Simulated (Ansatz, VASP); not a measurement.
# PbH4 (Pb(H)4): VASP beside Ansatz

```
CELL_PARAMETERS angstrom
11.89000 0.00000 0.00000
0.00000 11.08000 0.00000
0.00000 0.00000 11.89000
ATOMIC_POSITIONS crystal
Pb 0.49818 0.49844 0.50003
H 0.49639 0.40614 0.62160
H 0.49639 0.40614 0.37847
H 0.62147 0.58803 0.50003
H 0.37847 0.59346 0.50003
```

Alike in both runs: task single point; functional PBE; k mesh 1 × 1 × 1; occupations gaussian, width 0.01 eV; no spin polarisation.

```csv
,VASP,Ansatz
version,VASP 6.6.1,Ansatz 0.2.0
potentials or method,"VASP PAW PBE potentials, release 64 (Pb_d, H)","scalar-relativistic, plane waves, PAW"
plane-wave cutoff (eV),520,420
valence electrons in the cell,18,18
```

Ansatz gave:

* gap on the k mesh at the Fermi level (eV): 5.95
* rms of the force components (eV/Å): 0.014

Problem. What did VASP give for the same quantities?

Solution. gap on the k mesh at the Fermi level (eV): 5.94; rms of the force components (eV/Å): 0.024.

Atom by atom the forces differ by 0.010 eV/Å (rms over components).

Caveats: spin-orbit coupling is left out, which as a rule narrows the gap of such compounds by several tenths of an eV.
